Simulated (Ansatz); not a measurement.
KBr built on the NiAs prototype was relaxed with 4 functionals in the plane-wave code Ansatz, cell and atoms free, the symmetry of the start kept (meshes: PBE 6×6×4, r2SCAN 6×6×4, PBEsol 6×6×4, LDA 6×6×4). (Calculated; spin-unpolarised; the phase may be known or hypothetical.)

The LDA result:
```
K Br
1.0
     4.39082    0.00000    0.00000
    -2.19541    3.80256    0.00000
     0.00000    0.00000    7.76315
K Br
2 2
Direct
  0.00000 0.00000 0.00000
  0.00000 0.00000 0.50000
  0.33333 0.66667 0.25000
  0.66667 0.33333 0.75000
```

Space group P6_3/mmc (No. 194), hexagonal; a = 4.391 Å, c = 7.763 Å in the conventional setting, 32.40 Å³ an atom. Around K lie 6 Br at 3.19 Å; around Br lie 6 K at 3.19 Å.

(1) Order the functionals by the relaxed volume, smallest first.
A. LDA
B. r2SCAN
C. PBEsol
D. PBE

(2) What lattice does PBEsol give?

(3) What lattice does PBE give?

(4) Held at the r2SCAN cell, what mean stress do LDA and PBE find, and does its sign point to their own minimum?

Answers

(1) A (32.40 Å³/atom), C (35.23 Å³/atom), B (36.09 Å³/atom), D (37.83 Å³/atom).

(2) a = 4.519 Å, c = 7.967 Å; the volume differs by +8.7 % from LDA's. K has 6 Br at 3.28 Å; Br has 6 K at 3.28 Å.

(3) a = 4.642 Å, c = 8.108 Å; the volume differs by +16.7 % from LDA's. Around K lie 6 Br at 3.36 Å; around Br lie 6 K at 3.36 Å.

(4) Yes. LDA -1.65 GPa, and its relaxed volume is -10.2 % from r2SCAN's; PBE +0.68 GPa, and its relaxed volume is +4.8 % from r2SCAN's. Compression counts positive, so a positive stress asks for a larger cell.
